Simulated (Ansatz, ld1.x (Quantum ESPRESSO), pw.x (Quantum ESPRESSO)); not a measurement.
# Ca: does the TM potential hold in the solid?

* Element: calcium (Ca)
* Generator: ld1.x (Quantum ESPRESSO) 7.5
* Type: norm-conserving Troullier–Martins (Kleinman–Bylander form)
* Functional: PBE
* Relativity: scalar-relativistic
* Frozen core: [Ar]
* Valence charge: 2
* Reference configuration: 3d0 4s2 4p0
* Partial waves: 4p (bound, empty): rc 3.65 bohr; 3d (bound, empty): rc 2.22 bohr; 4s (bound): rc 2.70 bohr
* Local potential: the s channel
* Core correction: a·sin(br)/r model core inside 0.95 bohr

Atomic tests: cutoffs needed: 6 Ry and 10 Ry (the cutoffs (Ry, on a coarse ladder) from which the occupation-weighted sum of valence levels, in a spherical-Bessel basis at the reference potential, stays within 10 and 1 mRy of its value at 400 Ry) The cutoffs count occupied waves only; the empty 3d level needs 35 Ry at the loose tolerance.; ghost test: no extra level below or beside the all-electron valence levels (p, d, s, f tested) (spherical-Bessel basis up to 400 Ry, 20 bohr box); largest excitation error: -122 meV (all-electron minus pseudo) for 3d1 4s1 4p0, out of 7 test configurations.

Crystal test: diamond Ca in pw.x 7.5, no spin, 8³ k-points, Fermi–Dirac smearing 0.01 Ry, cutoffs 50/200 Ry. The reference is all-electron LAPW (Ansatz 0.2.0) with the same functional, mesh and smearing; V0 and B0 come from Birch–Murnaghan fits to the pressures at five volumes. Errors are pseudo minus all-electron; Δ is the rms difference of the E(V) curves that follow from these fits, minima aligned, over ±6 % about the mean V0. Mesh and smearing are coarse, so the numbers serve the comparison and aren't converged zero-temperature values; the lattice is a test structure that the element need not adopt.

All-electron: a0 = 8.595 Å (V0 = 79.37 Å³/atom), B0 = 4.2 GPa.

How far does the potential miss the all-electron equation of state?

mean pressure error (GPa): +0.05; a0 (Å): 8.627; a0 error (%): +0.38; B0 error (%): +0.5; Δ (meV/atom): 0.8.

```json
{"V (Å³/atom)": "75.454", "P all-electron (GPa)": "0.23", "P pseudo (GPa)": "0.29"}
{"V (Å³/atom)": "77.439", "P all-electron (GPa)": "0.11", "P pseudo (GPa)": "0.16"}
{"V (Å³/atom)": "79.425", "P all-electron (GPa)": "-0.00", "P pseudo (GPa)": "0.04"}
{"V (Å³/atom)": "81.411", "P all-electron (GPa)": "-0.10", "P pseudo (GPa)": "-0.06"}
{"V (Å³/atom)": "83.396", "P all-electron (GPa)": "-0.19", "P pseudo (GPa)": "-0.15"}
```

At the middle volume, how do free energy and pressure move when the wave cutoff is lowered (ecutrho kept at four times it)?

```json
{"cutoff (Ry)": "22", "shift of F (meV/atom)": "+151.7", "shift of P (GPa)": "-0.07"}
{"cutoff (Ry)": "30", "shift of F (meV/atom)": "+32.8", "shift of P (GPa)": "-0.23"}
{"cutoff (Ry)": "40", "shift of F (meV/atom)": "+3.2", "shift of P (GPa)": "-0.05"}
```

The run at the middle volume (29 k-points, 12 iterations) took about 36 s on one core of a shared host (Neoverse-V2, 96 threads, 742 GiB, load 41).
